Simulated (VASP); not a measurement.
# KBr (Fm-3m) in VASP: further runs

One crystal, KBr, is run at these levels: PBEsol; tasks: single point, relaxation of cell and atoms.

Program: VASP 6.6.1. These are calculated values, not measurements. Logs are shortened: lines on timing, memory, paths and dates and some standing lists are left out, and cuts for length are marked.

### Step 1. Starting point

The structure is cubic, space group Fm-3m (No. 225). Conventional cell: a = 6.549 Å, b = 6.549 Å, c = 6.549 Å, α = 90.00°, β = 90.00°, γ = 90.00°. Around K (site symmetry m-3m) lie 6 Br at 3.27 Å. Around Br (site symmetry m-3m) lie 6 K at 3.27 Å.

### Step 2. Single point, PBEsol

Contents of INCAR:

```
SYSTEM = KBr
PREC = Accurate
ENCUT = 520
EDIFF = 1E-6
ISMEAR = 0
SIGMA = 0.02
LREAL = .FALSE.
LASPH = .TRUE.
NELM = 100
ALGO = Fast
ISIF = 2
LWAVE = .FALSE.
LCHARG = .FALSE.
GGA = PS
NBANDS = 15
```

Contents of KPOINTS:

```
regular mesh
0
G
  6 6 6
  0 0 0
```

Contents of POSCAR:

```
KBr
1.0
    0.0000000000      3.2745321134      3.2745321134
    3.2745321134      0.0000000000      3.2745321134
    3.2745321134      3.2745321134      0.0000000000
K Br
1 1
Direct
    0.0000000000      0.0000000000      0.0000000000
    0.5000000000      0.5000000000      0.5000000000
```

Potentials or basis: VASP PAW PBE potentials, release 64 (K_sv, Br).

Run with:

```bash
$ cat potpaw_PBE.64/K_sv/POTCAR potpaw_PBE.64/Br/POTCAR > POTCAR
$ mpirun -np 1 vasp_std > vasp.out
```

OUTCAR:

```text
SYSTEM = KBr
   PREC = Accurate
   ENCUT = 520
   EDIFF = 1E-6
   ISMEAR = 0
   LREAL = .FALSE.
   LASPH = .TRUE.
   NELM = 100
   ISIF = 2
   GGA = PS

 ion  position               nearest neighbor table
   1  0.000  0.000  0.000-   2 3.27   2 3.27   2 3.27   2 3.27   2 3.27   2 3.27
   2  0.500  0.500  0.500-   1 3.27   1 3.27   1 3.27   1 3.27   1 3.27   1 3.27

  LATTYP: Found a face centered cubic cell.
 ALAT       =     6.5490642268

  Lattice vectors:

 A1 = (   0.0000000000,   3.2745321134,   3.2745321134)
 A2 = (   3.2745321134,   0.0000000000,   3.2745321134)
 A3 = (   3.2745321134,   3.2745321134,   0.0000000000)

Analysis of symmetry for initial positions (statically):
=====================================================================
 Subroutine PRICEL returns:
 Original cell was already a primitive cell.

 Routine SETGRP: Setting up the symmetry group for a
 face centered cubic supercell.

 Subroutine GETGRP returns: Found 48 space group operations
 (whereof 48 operations were pure point group operations)
 out of a pool of 48 trial point group operations.

The static configuration has the point symmetry O_h .

Analysis of symmetry for dynamics (positions and initial velocities):
=====================================================================
 Subroutine PRICEL returns:
 Original cell was already a primitive cell.

 Routine SETGRP: Setting up the symmetry group for a
 face centered cubic supercell.

 Subroutine GETGRP returns: Found 48 space group operations
 (whereof 48 operations were pure point group operations)
 out of a pool of 48 trial point group operations.

The dynamic configuration has the point symmetry O_h .

 Subroutine INISYM returns: Found 48 space group operations
 (whereof 48 operations are pure point group operations),
 and found     1 'primitive' translations

----------------------------------------------------------------------------------------

                                     Primitive cell

  volume of cell :      70.2227

  direct lattice vectors                    reciprocal lattice vectors
     0.000000000  3.274532113  3.274532113    -0.152693570  0.152693570  0.152693570
     3.274532113  0.000000000  3.274532113     0.152693570 -0.152693570  0.152693570
     3.274532113  3.274532113  0.000000000     0.152693570  0.152693570 -0.152693570

  length of vectors
     4.630887725  4.630887725  4.630887725     0.264473022  0.264473022  0.264473022

  position of ions in fractional coordinates (direct lattice)
     0.000000000  0.000000000  0.000000000
     0.500000000  0.500000000  0.500000000

  ion indices of the primitive-cell ions
   primitive index   ion index
                 1           1
[... 80 lines left out ...]
   EFERMI_NEDOS =   21; number of points for ismear=-14 and -15
   IALGO  =     68    algorithm
   IMIX   =      4    mixing-type and parameters
     AMIX     =   0.40;   BMIX     =  1.00
     AMIX_MAG =   1.60;   BMIX_MAG =  1.00
  volume/ion in A,a.u.               =      35.11       236.94
  Fermi-wavevector in a.u.,A,eV,Ry     =   0.999898  1.889533 13.603043  0.999795
  Thomas-Fermi vector in A             =   2.132218
   LORBIT       =      0    0 simple, 1 ext, 2 COOP (PROOUT), +10 PAW based schemes
   GGA     = PS    functional components
   LHFCALC =     F    Hartree Fock is set to
   AEXX    =    0.0000 exact exchange contribution
   IVDW    =     0    specifies the selected vdW correction
   LEPSILON=     F    determine dielectric tensor
   LRPA    =     F    only Hartree local field effects (RPA)
 non-spin polarized calculation
 RMM-DIIS sequential band-by-band and
 Gauss-broadening in eV      SIGMA  =   0.02
  energy-cutoff  :      520.00
  volume of cell :       70.22
 maximum number of plane-waves:      1917
 NGX is ok and might be reduce to    36
   NGX = 17   NGY = 17   NGZ = 17

 number of electron      16.0000000 magnetization

 Free energy of the ion-electron system (eV)
  ---------------------------------------------------
  ext. energy  EPLUGINS =         0.00000000
  ---------------------------------------------------
  free energy    TOTEN  =        -6.45985332 eV

  energy without entropy =       -6.45985332  energy(sigma->0) =       -6.45985332

 E-fermi :  -1.6082     XC(G=0):  -7.6433

 val. band max:       -1.7337770837   @ k =   0.0000   0.0000   0.0000
 cond. band min:       2.6021513838   @ k =   0.0000   0.0000   0.0000
 fundamental gap:      4.3359284674
 Fermi energy:        -1.6081905448

 k-point     1 :       0.0000    0.0000    0.0000
  band No.  band energies     occupation
      1     -29.2974      2.00000
      2     -14.0696      2.00000
      3     -12.8423      2.00000
      4     -12.8423      2.00000
      5     -12.8423      2.00000
      6      -1.7338      2.00000
      7      -1.7338      2.00000
      8      -1.7338      2.00000
      9       2.6022      0.00000
     10       5.7949      0.00000
     11       5.7949      0.00000
     12       5.7949      0.00000
     13       6.6493      0.00000
     14       6.6493      0.00000
[... 257 lines left out ...]
      2     -14.0354      2.00000
      3     -12.9307      2.00000
      4     -12.8991      2.00000
      5     -12.7813      2.00000
      6      -2.4815      2.00000
      7      -2.2423      2.00000
      8      -2.2080      2.00000
      9       4.7409      0.00000
     10       6.1812      0.00000
     11       6.5015      0.00000
     12       7.5245      0.00000
     13       8.2873      0.00000
     14       9.1375      0.00000
     15       9.6417      0.00000

------------------------ aborting loop because EDIFF is reached ----------------------------------------

  FORCE on cell =-STRESS in cart. coord.  units (eV):
  Direction    XX          YY          ZZ          XY          YZ          ZX
  --------------------------------------------------------------------------------------
  -------------------------------------------------------------------------------------
  Total        0.0245419      0.0245419      0.0245419      0.0000000      0.0000000      0.0000000
  in kB        0.5599399      0.5599399      0.5599399      0.0000000      0.0000000      0.0000000
  external PRESSURE =       0.5599399 kB  Pullay stress =       0.0000000 kB

 VOLUME and BASIS-vectors are now :
 -----------------------------------------------------------------------------
  energy-cutoff  :      520.00
  volume of cell :       70.22
      direct lattice vectors                 reciprocal lattice vectors
     0.000000000  3.274532113  3.274532113    -0.152693570  0.152693570  0.152693570
     3.274532113  0.000000000  3.274532113     0.152693570 -0.152693570  0.152693570
     3.274532113  3.274532113  0.000000000     0.152693570  0.152693570 -0.152693570

 POSITION                                       TOTAL-FORCE (eV/Angst)
 -----------------------------------------------------------------------------------
      0.00000      0.00000      0.00000        -0.000000      0.000000      0.000000
      3.27453      3.27453      3.27453         0.000000     -0.000000     -0.000000
 -----------------------------------------------------------------------------------
    total drift:                                0.000000      0.000000      0.000000

  FREE ENERGIE OF THE ION-ELECTRON SYSTEM (eV)
  ---------------------------------------------------
  free  energy   TOTEN  =        -6.4598533204 eV

  energy  without entropy=       -6.4598533204  energy(sigma->0) =       -6.45985332
```

OSZICAR:

```text
N       E                     dE             d eps       ncg     rms          rms(c)
DAV:   1     0.979802658549E+02    0.97980E+02   -0.68246E+03   480   0.936E+02
DAV:   2    -0.784397194798E+00   -0.98765E+02   -0.91572E+02   643   0.229E+02
DAV:   3    -0.642900875331E+01   -0.56446E+01   -0.56193E+01   670   0.480E+01
DAV:   4    -0.661956935813E+01   -0.19056E+00   -0.19053E+00   693   0.777E+00
DAV:   5    -0.662125819870E+01   -0.16888E-02   -0.16888E-02   684   0.786E-01    0.317E+00
RMM:   6    -0.646361525728E+01    0.15764E+00   -0.18171E-01   565   0.162E+00    0.227E+00
RMM:   7    -0.645393756124E+01    0.96777E-02   -0.14278E-01   654   0.147E+00    0.105E+00
RMM:   8    -0.645963569599E+01   -0.56981E-02   -0.91355E-03   618   0.611E-01    0.121E-01
RMM:   9    -0.645959750163E+01    0.38194E-04   -0.28605E-03   687   0.249E-01    0.515E-02
RMM:  10    -0.645978957233E+01   -0.19207E-03   -0.55629E-04   704   0.128E-01    0.291E-02
RMM:  11    -0.645984473683E+01   -0.55165E-04   -0.16876E-04   716   0.626E-02    0.134E-02
RMM:  12    -0.645984712892E+01   -0.23921E-05   -0.73850E-05   767   0.397E-02    0.561E-03
RMM:  13    -0.645985096783E+01   -0.38389E-05   -0.24349E-05   723   0.206E-02    0.586E-03
RMM:  14    -0.645985258901E+01   -0.16212E-05   -0.95437E-06   660   0.132E-02    0.244E-03
RMM:  15    -0.645985332044E+01   -0.73142E-06   -0.40286E-06   592   0.843E-03
   1 F= -.64598533E+01 E0= -.64598533E+01  d E =-.117729E-20
```

Run time: 29 s. Hardware: 1 thread of Intel Xeon Platinum 8259CL at 2.50GHz (Skylake/Cascade Lake), shared host; peak memory 0.2 GiB.

Results:

```
Free energy            : -6.4599 eV
Pressure               : 0.1 GPa
Band gap on the k mesh : 4.34 eV, direct
```

Levels at points of the mesh, in eV from the valence-band top:
```csv
k point,band 6,band 7,band 8,band 9,band 10,band 11
"(0.00, 0.00, 0.00)",0.00,0.00,0.00,4.34,7.53,7.53
"(0.50, 0.00, 0.00)",-1.26,-0.36,-0.36,6.48,8.21,9.78
"(0.50, 0.50, 0.00)",-0.86,-0.30,-0.30,5.71,7.17,9.37
```

Caveat: the PAW data sets were made with another functional, which shifts forces and pressure a little.

### Step 3. Relaxation of cell and atoms, PBEsol

This run uses another cell than the first one, of 35.94 Å³/atom, 1.024 times its volume.

Contents of INCAR:

```
SYSTEM = KBr
  PREC = Accurate
  ENCUT = 600
  EDIFF = 1E-7
  ISMEAR = 0
  SIGMA = 0.02
  LREAL = .False.
  LASPH = .True.
  NELM = 80
  ALGO = Fast
  ISIF = 3
  LWAVE = .False.
  LCHARG = .False.
  GGA = PS
  IBRION = 2
  NSW = 100
  EDIFFG = -0.005
```

Contents of KPOINTS:

```
Automatic mesh
0
Gamma
  6 6 6
  0 0 0
```

Contents of POSCAR:

```
KBr
1.0
    0.0000000000      3.3000000000      3.3000000000
    3.3000000000      0.0000000000      3.3000000000
    3.3000000000      3.3000000000      0.0000000000
K Br
1 1
Direct
    0.0000000000      0.0000000000      0.0000000000
    0.5000000000      0.5000000000      0.5000000000
```

Potentials or basis: VASP PAW PBE potentials, release 64 (K_sv, Br).

Run with:

```bash
$ cat potpaw_PBE.64/K_sv/POTCAR potpaw_PBE.64/Br/POTCAR > POTCAR
$ mpirun -np 1 vasp_std > vasp.out
```

OUTCAR:

```text
SYSTEM = KBr
   PREC = Accurate
   ENCUT = 600
   EDIFF = 1E-7
   ISMEAR = 0
   LREAL = .False.
   LASPH = .True.
   NELM = 80
   ISIF = 3
   GGA = PS
   IBRION = 2
   NSW = 100
   EDIFFG = -0.005

 ion  position               nearest neighbor table
   1  0.000  0.000  0.000-   2 3.30   2 3.30   2 3.30   2 3.30   2 3.30   2 3.30
   2  0.500  0.500  0.500-   1 3.30   1 3.30   1 3.30   1 3.30   1 3.30   1 3.30

  LATTYP: Found a face centered cubic cell.
 ALAT       =     6.6000000000

  Lattice vectors:

 A1 = (   0.0000000000,   3.3000000000,   3.3000000000)
 A2 = (   3.3000000000,   0.0000000000,   3.3000000000)
 A3 = (   3.3000000000,   3.3000000000,   0.0000000000)

Analysis of symmetry for initial positions (statically):
=====================================================================
[... 175 lines left out ...]
  Total       -0.1244654     -0.1244654     -0.1244654      0.0000000      0.0000000      0.0000000
  in kB       -2.7745164     -2.7745164     -2.7745164      0.0000000      0.0000000      0.0000000
  external PRESSURE =      -2.7745164 kB  Pullay stress =       0.0000000 kB
[... 59 lines left out ...]
--------------------------------------- Ionic step        3  -------------------------------------------

 number of electron      16.0000001 magnetization

 Free energy of the ion-electron system (eV)
  ---------------------------------------------------
  ext. energy  EPLUGINS =         0.00000000
  ---------------------------------------------------
  free energy    TOTEN  =        -6.46003570 eV

  energy without entropy =       -6.46003570  energy(sigma->0) =       -6.46003570

 E-fermi :  -1.5762     XC(G=0):  -7.6259

 val. band max:       -1.7506630570   @ k =   0.0000   0.0000   0.0000
 cond. band min:       2.5752095648   @ k =   0.0000   0.0000   0.0000
 fundamental gap:      4.3258726217
 Fermi energy:        -1.5762434245

 k-point     1 :       0.0000    0.0000    0.0000
  band No.  band energies     occupation
      1     -29.3226      2.00000
      2     -14.0815      2.00000
      3     -12.8674      2.00000
      4     -12.8674      2.00000
      5     -12.8674      2.00000
      6      -1.7507      2.00000
      7      -1.7507      2.00000
      8      -1.7507      2.00000
      9       2.5752      0.00000
     10       5.7781      0.00000
     11       5.7781      0.00000
     12       5.7781      0.00000
[... 252 lines left out ...]
  FREE ENERGIE OF THE ION-ELECTRON SYSTEM (eV)
  ---------------------------------------------------
  free  energy   TOTEN  =        -6.4600356955 eV

  energy  without entropy=       -6.4600356955  energy(sigma->0) =       -6.46003570

 reached required accuracy - stopping structural energy minimisation
```

CONTCAR:

```text
KBr
   1.00000000000000
    -0.0000000000000000    3.2790736847446480    3.2790736847446480
     3.2790736847446480    0.0000000000000000    3.2790736847446480
     3.2790736847446480    3.2790736847446480    0.0000000000000000
  K               Br
     1     1
Direct
     0.0000000000000000    0.0000000000000000    0.0000000000000000
     0.5000000000000000    0.5000000000000000    0.5000000000000000

  0.00000000E+00  0.00000000E+00  0.00000000E+00
  0.00000000E+00  0.00000000E+00  0.00000000E+00
```

Run time: 1.7 min. Hardware: 1 thread of Intel Xeon Platinum 8259CL at 2.50GHz (Skylake/Cascade Lake), shared host; peak memory 0.25 GiB.

What came out:

* Free energy: -6.4600 eV
* Relaxed volume: 35.26 Å³/atom
* Relaxed cell: a = 4.637 Å, b = 4.637 Å, c = 4.637 Å, α = 60.00°, β = 60.00°, γ = 60.00°
* Space group after relaxing (to 0.05 Å): Fm-3m (No. 225)
* Energy gained by relaxing: 0.6 meV/atom
* Ionic steps: 3
* Pressure after relaxing: 0.0 GPa
* Band gap on the k mesh: 4.33 eV, direct

Step by step:
```tsv
step	energy change (eV)	largest force (eV/Å)	pressure (GPa)	volume (Å³)
1	0.0000	0.0000	-0.28	71.87
2	-0.0009	0.0000	-0.15	71.23
3	-0.0012	0.0000	0.00	70.52
```

Final structure:
```xyz
2
Lattice="0.0000 3.2791 3.2791 3.2791 0.0000 3.2791 3.2791 3.2791 0.0000" Properties=species:S:1:pos:R:3 pbc="T T T"
K     0.0000    0.0000    0.0000
Br    3.2791    3.2791    3.2791
```

Caveat: the PAW data sets were made with another functional, which shifts forces and pressure a little. A hybrid or GW would open this gap; PBEsol tends to underestimate it.

### Step 4. Single point, PBEsol (cell and atoms relaxed tightly for response)

Contents of INCAR:

```
ALGO     = Normal         # electronic algorithm
EDIFF    = 1E-6           # SCF threshold, eV
ENCUT    = 520            # plane-wave cutoff, eV
GGA      = PS             # functional
ISIF     = 2              # what is computed and relaxed
ISMEAR   = 0              # smearing method
LASPH    = True           # aspherical terms in the spheres
LCHARG   = False          # write CHGCAR
LREAL    = False          # projectors in reciprocal space
LWAVE    = False          # write WAVECAR
NBANDS   = 15             # bands
NELM     = 80             # most SCF steps
PREC     = Accurate       # precision mode
SIGMA    = 0.01           # smearing width, eV
```

Contents of KPOINTS:

```
k-points
0
Gamma
  6 6 6
```

Contents of POSCAR:

```
KBr
1.0
    0.0000000000      3.2745321134      3.2745321134
    3.2745321134      0.0000000000      3.2745321134
    3.2745321134      3.2745321134      0.0000000000
K Br
1 1
Direct
    0.0000000000      0.0000000000      0.0000000000
    0.5000000000      0.5000000000      0.5000000000
```

Run with:

```bash
$ cat potpaw_PBE.64/K_sv/POTCAR potpaw_PBE.64/Br/POTCAR > POTCAR
$ mpirun -np 1 vasp_std > vasp.out
```

Wall time 18 s (1 thread of Intel Xeon Platinum 8259CL at 2.50GHz (Skylake/Cascade Lake), shared host); peak memory 0.2 GiB.

Results (log left out):

```
Free energy            : -6.4599 eV
Pressure               : 0.1 GPa
Band gap on the k mesh : 4.34 eV, direct
```

Levels at points of the mesh, in eV from the valence-band top:
```tsv
k point	band 6	band 7	band 8	band 9	band 10	band 11
(0.00, 0.00, 0.00)	0.00	0.00	0.00	4.34	7.53	7.53
(0.50, 0.00, 0.00)	-1.26	-0.36	-0.36	6.48	8.21	9.78
(0.50, 0.50, 0.00)	-0.86	-0.30	-0.30	5.71	7.17	9.37
```

Caveat: the PAW data sets were made with another functional, which shifts forces and pressure a little.

### Step 5. Summary

```csv
task,cell,cutoff (eV),smearing,gap on the mesh (eV),pressure (GPa)
single point,"Fm-3m, 35.11 Å³/atom",520,gaussian 0.02 eV,4.34,0.1
relaxation of cell and atoms,relaxed,600,gaussian 0.02 eV,4.33,0.0
single point,cell and atoms relaxed tightly for response,520,gaussian 0.01 eV,4.34,0.1
```

Alike in all rows: level PBEsol; potentials or basis VASP PAW PBE potentials, release 64 (K_sv, Br); no spin polarisation; k mesh 6 × 6 × 6.

Caveats: the PAW data sets were made with another functional, which shifts forces and pressure a little.

Total energies depend on the potentials used, so only differences within one code and one set of settings carry meaning.
